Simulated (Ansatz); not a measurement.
# CdSe (F-43m) in Ansatz: further runs

Aim: see how the results for CdSe move with the level of theory and the settings. Levels: PBEsol, revPBE, BLYP. Tasks: elastic constants, band structure, single point, equation of state.

All numbers are computed with Ansatz 0.2.0; they aren't measurements. Logs are shortened: lines on timing, memory, paths and dates and some standing lists are left out, and cuts for length are marked.

**1. The crystal as given**

It takes space group F-43m (No. 216, cubic). The conventional cell has a = 6.141 Å, b = 6.141 Å, c = 6.141 Å, α = 90.00°, β = 90.00°, γ = 90.00°. Cd (site symmetry -43m) has 4 Se at 2.66 Å as nearest neighbours. Se (site symmetry -43m) has 4 Cd at 2.66 Å as nearest neighbours.

Measurements of this composition are mostly on another form, of space group No. 186.

**2. Elastic constants, PBEsol**

The input, input.yaml:

```yaml
crystal:
  lattice:
    - [0.0, 3.0702711986, 3.0702711986]
    - [3.0702711986, 0.0, 3.0702711986]
    - [3.0702711986, 3.0702711986, 0.0]
  atoms:
    - { symbol: Cd, position: [0.0, 0.0, 0.0] }
    - { symbol: Se, position: [0.25, 0.25, 0.25] }
hamiltonian:
  xc: pbesol
  pseudopotentials: { kind: paw }
kpoints:
  mp_grid: { grid: [6, 6, 6] }
scf:
  occupations: { method: fixed }
output:
  forces: true
  stress: true
elastic:
  mode: relaxed_ion
  stencil: two_point
```

Potentials or basis: Ansatz PAW.

Started as:

```
$ ansatz run input.yaml --threads 2 --pin off --max-ram 5120MiB --backend cpu --events-out ev --progress --plain --runs-dir out
```

Log:

```text
Warning: RAYON_NUM_THREADS=2 ignored (pool sized by the plan → 2); use --threads N
Engine: ansatz 0.2.0, aarch64-unknown-linux-gnu
Pseudopotentials: kind: paw
Pseudopotential: Cd, paw, valence charge 20, recommended cutoff 420 eV (normal), Cd.paw.azcp
Pseudopotential: Se, paw, valence charge 16, recommended cutoff 420 eV (normal), Se.paw.azcp
Functional definition: PBEsol
  exchange = pbesol_x
  correlation = pbesol_c
Crystal: 2 atoms, lattice volume = 57.884 Å³
Basis set: ecut = 420 eV, 1139 PW (Γ), exchange–correlation on 60×60×60 points (8 copies of the dense FFT grid, shifted against one another)
Bands: 22, of which v1, the nominal top of the filled ones, is band 18 counted from 1 (17 counted from 0)
Symmetry: 24 space group operations
Space group: F-43m (ITA 216), of the structure as read, at distance tolerance 3.9e-5 Å
k-points: 16 of 216 (time reversal used)
Non-local potential: Cd, projectors of the file, l = 0: 3, l = 1: 2, l = 2: 2, l = 3: 1
Non-local potential: Se, projectors of the file, l = 0: 2, l = 1: 2, l = 2: 3, l = 3: 1
PAW form: soft (Blöchl's): semilocal exchange-correlation on the pseudo side does not see the compensation charge
PAW frozen core: Cd, regenerated for the run's functional, and the local potential with it (the file was generated under x = pbe(κ = 0.804, μ = 0.2195149727645171), c = pbe(β = 0.06672455060314922))
PAW frozen core: Se, regenerated for the run's functional, and the local potential with it (the file was generated under x = pbe(κ = 0.804, μ = 0.2195149727645171), c = pbe(β = 0.06672455060314922))
PAW one-centre angular grid: Cd, 590 points (default); XC on 64 Gauss nodes
PAW one-centre angular grid: Se, 590 points (default); XC on 64 Gauss nodes
Initial density: superposition of atomic densities (neutral atoms: chi_scale 0, normalization atom), corrected by the library's trained network
Initial wavefunctions: pseudopotential atomic-orbital guess
Functional: x = pbesol(κ = 0.804, μ = 0.12345679012345678), c = pbesol(β = 0.046)
SCF iter   1: F=—  HF=-13609.400809 eV  |F-HF|=—  |Δ(HF+E_count)|=         —  Δρ=4.23e-3  dr2=1.28e-2  ethr=1.77e-3  ⟨swp⟩=4.8  Hψ=1291  notcnv=0  defer=28
preconditioner: auto → none  [insulator: Δε(μ)=0.380 eV  Ē_g=11.889 eV  n_scr=14 (ndim 8)  ℏωp=20.7 eV  f_vac=0.215  ε∞_Penn≈4.0]
SCF iter   2: F=—  HF=-13609.397304 eV  |F-HF|=—  |Δ(HF+E_count)|=   3.50e-3  Δρ=1.04e-3  dr2=2.66e-4  ethr=3.56e-5  ⟨swp⟩=2.0  Hψ=659  notcnv=0  defer=29
SCF iter   3: F=—  HF=-13609.397330 eV  |F-HF|=—  |Δ(HF+E_count)|=   2.59e-5  Δρ=4.69e-4  dr2=7.28e-5  ethr=7.39e-7  ⟨swp⟩=2.0  Hψ=610  notcnv=0  defer=29
SCF iter   4: F=—  HF=-13609.397374 eV  |F-HF|=—  |Δ(HF+E_count)|=   4.39e-5  Δρ=1.87e-4  dr2=1.48e-5  ethr=2.02e-7  ⟨swp⟩=1.9  Hψ=401  notcnv=0  defer=8
SCF iter   5: F=—  HF=-13609.397368 eV  |F-HF|=—  |Δ(HF+E_count)|=   6.20e-6  Δρ=3.77e-5  dr2=5.92e-7  ethr=4.11e-8  ⟨swp⟩=2.6  Hψ=564  notcnv=0
SCF iter   6: F=—  HF=-13609.397360 eV  |F-HF|=—  |Δ(HF+E_count)|=   8.11e-6  Δρ=5.59e-6  dr2=1.66e-8  ethr=1.64e-9  ⟨swp⟩=2.0  Hψ=576  notcnv=0
SCF iter   7: F=—  HF=-13609.397360 eV  |F-HF|=—  |Δ(HF+E_count)|=   4.25e-9  Δρ=1.17e-6  dr2=1.30e-9  ethr=4.60e-11  ⟨swp⟩=2.0  Hψ=576  notcnv=0
SCF iter   8: F=—  HF=-13609.397360 eV  |F-HF|=—  |Δ(HF+E_count)|=  1.64e-11  Δρ=2.44e-7  dr2=3.49e-11  ethr=3.62e-12  ⟨swp⟩=2.0  Hψ=496  notcnv=0
SCF iter   9: F=—  HF=-13609.397360 eV  |F-HF|=—  |Δ(HF+E_count)|=  9.09e-12  Δρ=2.30e-8  dr2=1.89e-13  ethr=9.70e-14 (applied; sched 1.00e-12)  ⟨swp⟩=2.0  Hψ=576  notcnv=0
SCF iter  10: F=-13609.397360 eV  HF=-13609.397360 eV  |F-HF|=0.00e0  |Δ(HF+E_count)|=    0.00e0  Δρ=1.34e-9  dr2=1.13e-15  ethr=1.00e-12  ⟨swp⟩=5.5  Hψ=1472  notcnv=0
SCF 1 converged in 10 iterations: F = -13609.397360 eV  dr2 = 1.13e-15
Crystal: 2 atoms, lattice volume = 57.768 Å³
Symmetry: 8 space group operations
k-points: 30 of 216 (time reversal used)
Initial density: handed on by an earlier stage of this run
Initial wavefunctions: those handed on with the density
iter 1 solved again at ethr=3.89e-8 eV; its pass at ethr=3.10e-3 eV (dr2=1.40e-5 eV) is discarded
SCF iter   1: F=—  HF=-13609.398333 eV  |F-HF|=—  |Δ(HF+E_count)|=         —  Δρ=8.24e-5  dr2=3.96e-6  ethr=3.89e-8  ⟨swp⟩=2.0  Hψ=3073  notcnv=0  defer=46
preconditioner: auto → none  [insulator: Δε(μ)=0.422 eV  Ē_g=11.936 eV  n_scr=14 (ndim 8)  ℏωp=20.7 eV  f_vac=0.204  ε∞_Penn≈4.0]
SCF iter   2: F=—  HF=-13609.398325 eV  |F-HF|=—  |Δ(HF+E_count)|=   7.95e-6  Δρ=4.43e-5  dr2=7.65e-7  ethr=1.10e-8  ⟨swp⟩=2.0  Hψ=859  notcnv=0  defer=23
SCF iter   3: F=—  HF=-13609.398329 eV  |F-HF|=—  |Δ(HF+E_count)|=   4.63e-6  Δρ=1.71e-5  dr2=1.45e-7  ethr=2.13e-9  ⟨swp⟩=2.9  Hψ=1172  notcnv=0  defer=2
SCF iter   4: F=—  HF=-13609.398329 eV  |F-HF|=—  |Δ(HF+E_count)|=  3.57e-10  Δρ=2.51e-6  dr2=2.32e-9  ethr=4.04e-10  ⟨swp⟩=2.0  Hψ=930  notcnv=0  defer=2
SCF iter   5: F=—  HF=-13609.398329 eV  |F-HF|=—  |Δ(HF+E_count)|=  8.44e-10  Δρ=6.85e-7  dr2=1.70e-10  ethr=6.44e-12  ⟨swp⟩=2.0  Hψ=1196  notcnv=0  defer=2
[... 77 lines left out ...]
SCF iter   5: F=—  HF=-13609.397345 eV  |F-HF|=—  |Δ(HF+E_count)|=   1.20e-9  Δρ=2.84e-7  dr2=4.54e-11  ethr=2.16e-12  ⟨swp⟩=2.0  Hψ=1431  notcnv=0  defer=1
SCF iter   6: F=—  HF=-13609.397345 eV  |F-HF|=—  |Δ(HF+E_count)|=  1.46e-11  Δρ=1.47e-7  dr2=1.29e-11  ethr=1.26e-13 (applied; sched 1.00e-12)  ⟨swp⟩=2.0  Hψ=1795  notcnv=0  defer=1
SCF iter   7: F=—  HF=-13609.397345 eV  |F-HF|=—  |Δ(HF+E_count)|=  1.82e-12  Δρ=2.73e-8  dr2=4.69e-13  ethr=3.57e-14 (applied; sched 1.00e-12)  ⟨swp⟩=2.0  Hψ=1380  notcnv=0  defer=1
SCF iter   8: F=-13609.397345 eV  HF=-13609.397345 eV  |F-HF|=1.82e-12  |Δ(HF+E_count)|=  1.82e-12  Δρ=5.76e-9  dr2=1.41e-14  ethr=1.00e-12  ⟨swp⟩=4.0  Hψ=3315  notcnv=0
SCF 9 converged in 8 iterations: F = -13609.397345 eV  dr2 = 1.41e-14
relax step   2: F+E_penalty+E_count = -13609.39734500 eV  Δ(F+E_penalty+E_count) = -1.208e-5 eV  max|allowed force component| = 1.734e-6 eV/Å  Δτ_max = 0.0012 Å  (8 SCF iters, accepted)
iter 1 solved again at ethr=1.00e-12 eV; its pass at ethr=3.10e-3 eV (dr2=1.37e-12 eV) is discarded
SCF iter   1: F=—  HF=-13609.397344 eV  |F-HF|=—  |Δ(HF+E_count)|=         —  Δρ=7.34e-8  dr2=1.69e-12  ethr=1.00e-12  ⟨swp⟩=2.2  Hψ=4400  notcnv=0  defer=3
SCF iter   2: F=—  HF=-13609.397345 eV  |F-HF|=—  |Δ(HF+E_count)|=   1.38e-6  Δρ=5.32e-8  dr2=1.73e-12  ethr=4.70e-15 (applied; sched 1.00e-12)  ⟨swp⟩=3.0  Hψ=2254  notcnv=0  defer=3
SCF iter   3: F=—  HF=-13609.397345 eV  |F-HF|=—  |Δ(HF+E_count)|=  3.64e-12  Δρ=2.85e-8  dr2=2.94e-13  ethr=4.79e-15 (applied; sched 1.00e-12)  ⟨swp⟩=2.0  Hψ=1128  notcnv=0  defer=3
SCF iter   4: F=—  HF=-13609.397345 eV  |F-HF|=—  |Δ(HF+E_count)|=  1.82e-12  Δρ=1.98e-8  dr2=1.22e-13  ethr=8.16e-16 (applied; sched 1.00e-12)  ⟨swp⟩=1.0  Hψ=1012  notcnv=0  defer=3
SCF iter   5: F=-13609.397345 eV  HF=-13609.397345 eV  |F-HF|=1.82e-12  |Δ(HF+E_count)|=  1.82e-12  Δρ=1.15e-8  dr2=3.89e-14  ethr=1.00e-12  ⟨swp⟩=3.0  Hψ=2452  notcnv=0
SCF 10 converged in 5 iterations: F = -13609.397345 eV  dr2 = 3.89e-14
SCF converged after 10 iterations
Free energy (F): -13609.397360 eV
Harris-Foulkes:  -13609.397360 eV  (|F-HF|=0.00e0)
Internal energy: -13609.397360 eV  (E = F + TS)
E sigma→0 (E₀):  -13609.397360 eV
Fermi energy:    6.941740 eV
--- Per-component energies (eV) ---
  E_band       = -906.792739
  E_kinetic    = 622.888579
  E_local      = -6445.327072  (includes V_loc(G=0)·N_el)
  E_nonlocal   = -555.947470
  E_hartree    = 3056.075714
  E_xc         = -278.150652
  E_vxc        = -318.291206  (∫ρ·V_xc dr)
  E_paw        = -5881.999900  (= ΣΔE_a)
  E_vpaw       = -322.266382  (= ΣTr[D̂ρ^β])
  E_aug_tail   = -0.000616  (compensation charges beyond the density's cutoff)
  E_ewald      = -4128.286353
  E_core_change = 1.350410  (= ΣΔE_core)
  E_smearing   = -0.000000  (= −TS)
  E_closure    = 0.000000  (closes the sum)
  Σ components = -13609.397360   (vs F -13609.397360, Δ=0.00e0)
--- Forces (eV/Å), atoms counted from 1 ---
  atom   1  Cd     0.00000000    -0.00000000     0.00000000
  atom   2  Se    -0.00000000     0.00000000    -0.00000000
  max |Σ_I F_I| component: 7.40e-17 eV/Å
--- Stress (GPa, compression-positive) ---
       -1.394554      -0.000000      -0.000000
       -0.000000      -1.394554       0.000000
       -0.000000       0.000000      -1.394554
  P = ⅓ Tr σ = -1.3946 GPa (-13.946 kbar)
--- Band table (eV; the first three rows and the last of 16) ---
  k-point 0: bands = ["-94.5111", "-55.6099", "-55.6099", "-55.6099", "-39.7247", "-39.7247", "-39.7247", "-39.7216", "-39.7216", "-5.5231", "-0.8759", "-0.8759", "-0.8759", "-0.5253", "-0.5253", "6.9417", "6.9417", "6.9417", "7.3647", "12.8050", "12.8050", "12.8050"]
  k-point 1: bands = ["-94.5111", "-55.6099", "-55.6099", "-55.6099", "-39.7247", "-39.7247", "-39.7247", "-39.7216", "-39.7216", "-5.4354", "-0.8489", "-0.8489", "-0.7923", "-0.5261", "-0.5261", "5.2337", "6.7409", "6.7409", "8.7043", "12.5264", "13.1187", "13.1187"]
  k-point 2: bands = ["-94.5111", "-55.6101", "-55.6099", "-55.6099", "-39.7247", "-39.7247", "-39.7247", "-39.7216", "-39.7216", "-5.2572", "-0.8040", "-0.8040", "-0.5161", "-0.5161", "-0.5100", "3.4902", "6.3854", "6.3854", "9.2076", "13.3114", "13.3640", "13.3640"]
  k-point 15: bands = ["-94.5111", "-55.6101", "-55.6100", "-55.6100", "-39.7248", "-39.7247", "-39.7247", "-39.7216", "-39.7215", "-5.0556", "-0.6997", "-0.6829", "-0.5847", "-0.4995", "-0.1053", "3.0187", "4.8780", "4.8970", "11.2077", "11.4333", "14.3387", "14.8083"]
--- Elastic constants: 2 strain directions × 2 members + reference (group order 24) ---
  dense FFT box of the reference and of every strained cell: 30×30×30
  strains applied: 11, 23; error gains: componentwise 1.00 (the most a stress slope's error grows in a printed constant), spectral 1.73 (1 for all six strains in a standard setting)
  C = ∂σ_k/∂η_j (tension-positive GPa; Voigt order 11 22 33 23 13 12):
        58.231     39.030     39.030     -0.000      0.000      0.000
        39.030     58.231     39.030     -0.000      0.000      0.000
        39.030     39.030     58.231     -0.000      0.000      0.000
        -0.000     -0.000     -0.000     22.973     -0.000     -0.000
        -0.000     -0.000     -0.000      0.000     22.973     -0.000
        -0.000      0.000     -0.000      0.000     -0.000     22.973
  reference stress σ⁰ (GPa):      1.395      1.395      1.395     -0.000      0.000      0.000
  C* (energy form; C + prestress term) asymmetry max|C*_kj − C*_jk| = 7.105e-15 GPa — a small one proves nothing (zero by symmetry where the batch's group is 432, −43m or m−3m); a large one is finite-difference/SCF noise where every solve meets its electron count
  moduli (Voigt/Reuss/Hill, GPa): K = 45.43/45.43/45.43   G = 17.62/14.75/16.19   E = 43.41   ν = 0.341
  mechanically stable: yes (min eigenvalue of sym C = 19.20 GPa)
  strain η (Voigt 11):  stress-route row diagonal C_11 = 58.23 GPa, energy-path curvature d²(F+E_count+ΔE)/dδ²/Ω₀ = 58.19 GPa
         δ    σ_11 (GPa)             F (eV)   n_scf  n_hpsi   n_pw
    -2.000e-3       1.2779      -13609.3983294       8   11934   1158   relax 0 steps, max|allowed force component| 4.16e-17 eV/Å
     2.000e-3       1.5108      -13609.3963095       8   11172   1158   relax 0 steps, max|allowed force component| 4.16e-17 eV/Å
  strain η (Voigt 23):  stress-route row diagonal C_44 = 22.97 GPa, energy-path curvature d²(F+E_count+ΔE)/dδ²/Ω₀ = 22.32 GPa
         δ    σ_23 (GPa)             F (eV)   n_scf  n_hpsi   n_pw
    -2.000e-3      -0.0459      -13609.3973450       5   11694   1158   relax 3 steps, max|allowed force component| 4.95e-8 eV/Å
     2.000e-3       0.0459      -13609.3973450       5   11689   1158   relax 2 steps, max|allowed force component| 1.73e-6 eV/Å
```

Run time: 20 s. Hardware: 2 threads of Arm Neoverse V1, shared host; peak memory 0.4 GiB.

Results:

| Item | Value |
| --- | --- |
| Free energy | -13609.3974 eV |
| Pressure | -1.4 GPa |
| Band gap on the k mesh | 0.42 eV, direct |
| Elastic constants C11, C12, C44 | 58, 39, 23 GPa |
| Voigt bulk modulus | 45 GPa |

Elastic tensor in Voigt notation (GPa, in the Cartesian axes of the cell as first typed):
```
58 39 39  0  0  0
39 58 39  0  0  0
39 39 58  0  0  0
 0  0  0 23  0  0
 0  0  0  0 23  0
 0  0  0  0  0 23
```

Caveat: the PAW data sets come from PBE, with cores solved anew for the run's functional, which leaves a small shift of forces and pressure.

[end of part 1 of 2]
